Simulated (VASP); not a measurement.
Write the native input for VASP 6.6.1 that does the following.

| Property | Result |
| --- | --- |
| Task | relaxation of cell and atoms |
| Functional | LDA |
| Potentials or basis | VASP PAW LDA potentials, release 64 (Te, Mo_sv) |
| Cutoff | 600 eV |
| k mesh | 9 × 9 × 2 |
| Occupations | gaussian, width 0.02 eV |
| Spin | no spin polarisation |
| Dipole correction | no |
| Further INCAR settings | ALGO = Fast; EDIFF = 1e-06; IBRION = 2; EDIFFG = -0.005; NSW = 70; ISIF = 3 |

The structure of Te2Mo lies in POSCAR:

```
Te2Mo
1.0
    3.4963748104      0.0000000000      0.0000000000
   -1.7481874052      3.0279494069      0.0000000000
    0.0000000000      0.0000000000     13.7017420245
Te Mo
4 2
Direct
    0.3333333333      0.6666666667      0.6173474405
    0.6666666667      0.3333333333      0.1173474405
    0.3333333333      0.6666666667      0.8826525595
    0.6666666667      0.3333333333      0.3826525595
    0.3333333333      0.6666666667      0.2500000000
    0.6666666667      0.3333333333      0.7500000000
```

One way to write it, as run:

INCAR

```
SYSTEM = Te2Mo
ALGO = Fast ; EDIFF = 1E-6
EDIFFG = -0.005 ; ENCUT = 600
GGA = CA ; IBRION = 2
ISIF = 3 ; ISMEAR = 0
LASPH = .TRUE. ; LCHARG = .FALSE.
LREAL = .FALSE. ; LWAVE = .FALSE.
NELM = 100 ; NSW = 70
PREC = Accurate ; SIGMA = 0.02
```

KPOINTS

```
k-points
0
G
  9 9 2
  0 0 0
```

Potentials or basis: VASP PAW LDA potentials, release 64 (Te, Mo_sv).

Launch:

```bash
$ cat potpaw_LDA.64/Te/POTCAR potpaw_LDA.64/Mo_sv/POTCAR > POTCAR
$ mpirun -np 1 vasp_std > vasp.out
```

Results of the run:

```json
{
 "Relaxed volume": "24.00 Å³/atom",
 "Relaxed cell": "a = 3.474 Å, b = 3.474 Å, c = 13.774 Å, α = 90.00°, β = 90.00°, γ = 120.00°",
 "Space group after relaxing (to 0.05 Å)": "P6_3/mmc (No. 194)",
 "Energy gained by relaxing": "4.6 meV/atom",
 "Ionic steps": "11",
 "Pressure after relaxing": "0.0 GPa",
 "Band gap on the k mesh": "0.70 eV, indirect (least direct gap 1.10 eV)"
}
```

Caveat: spin-orbit coupling is left out, which moves the levels of the heavy elements; an odd mesh through Γ misses points on the zone boundary, where band edges often lie.

It took 8.8 min on 1 thread of Intel(R) Xeon(R) 6975P-C (Granite Rapids), on a shared host, peak memory 0.31 GiB.
